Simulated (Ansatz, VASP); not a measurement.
## One calculation of MoS2, two programs

Contents of INCAR:

```
ALGO     = Normal         # electronic algorithm
EDIFF    = 1E-6           # SCF threshold, eV
ENCUT    = 520            # plane-wave cutoff, eV
GGA      = PE             # functional
ISIF     = 2              # what is computed and relaxed
ISMEAR   = -1             # smearing method
LASPH    = T              # aspherical terms in the spheres
LCHARG   = F              # write CHGCAR
LREAL    = F              # projectors in reciprocal space
LWAVE    = F              # write WAVECAR
NBANDS   = 20             # bands
NELM     = 100            # most SCF steps
PREC     = Accurate       # precision mode
SIGMA    = 0.05           # smearing width, eV
```

File KPOINTS:

```
k-points
0
Gamma
  10 10 2
```

The input POSCAR:

```
MoS2
1.0
    3.1841260822      0.0000000000      0.0000000000
   -1.5920630411      2.7575340760      0.0000000000
    0.0000000000      0.0000000000     17.3345999500
Mo S
1 2
Direct
    0.0000000000      0.0000000000      0.0000000000
    0.3333333333      0.6666666667      0.9105070200
    0.3333333333      0.6666666667      0.0894929800
```

Contents of input.yaml:

```yaml
crystal:
  lattice:
    - [3.1841260822, 0.0, 0.0]
    - [-1.5920630411, 2.757534076, 0.0]
    - [0.0, 0.0, 17.33459995]
  atoms:
    - { symbol: Mo, position: [0.0, 0.0, 0.0] }
    - { symbol: S, position: [0.3333333333, 0.6666666667, 0.91050702] }
    - { symbol: S, position: [0.3333333333, 0.6666666667, 0.08949298] }
kpoints:
  mp_grid: { grid: [10, 10, 2] }
scf:
  occupations: { method: fermi_dirac, width: 0.05 }
hamiltonian:
  xc: pbe
  pseudopotentials: { kind: all_electron, lapw: { basis_error: 0.001 } }
output:
  forces: true
  stress: true
  eigenvalues: true
  populations: true
```

Alike in both runs: task single point; functional PBE; k mesh 10 × 10 × 2; occupations fermi-dirac, width 0.05 eV; no spin polarisation.

```csv
,VASP,Ansatz
version,VASP 6.6.1,Ansatz 0.2.0
potentials or method,"VASP PAW PBE potentials, release 64 (Mo_sv, S)","all-electron LAPW, scalar-relativistic"
plane-wave cutoff (eV),520,see its input
```

Ansatz gave:

```
gap on the k mesh at the Fermi level (eV) : 1.73
least direct gap on the mesh (eV)         : 1.92
rms of the force components (eV/Å)        : 0.103
```

Estimate VASP's values.

gap on the k mesh at the Fermi level (eV): 1.74; least direct gap on the mesh (eV): 1.93; rms of the force components (eV/Å): 0.097.

Atom by atom the forces differ by 0.006 eV/Å (rms over components). Ansatz ran all-electron here, so the differences hold the error of VASP's frozen core and of both bases.
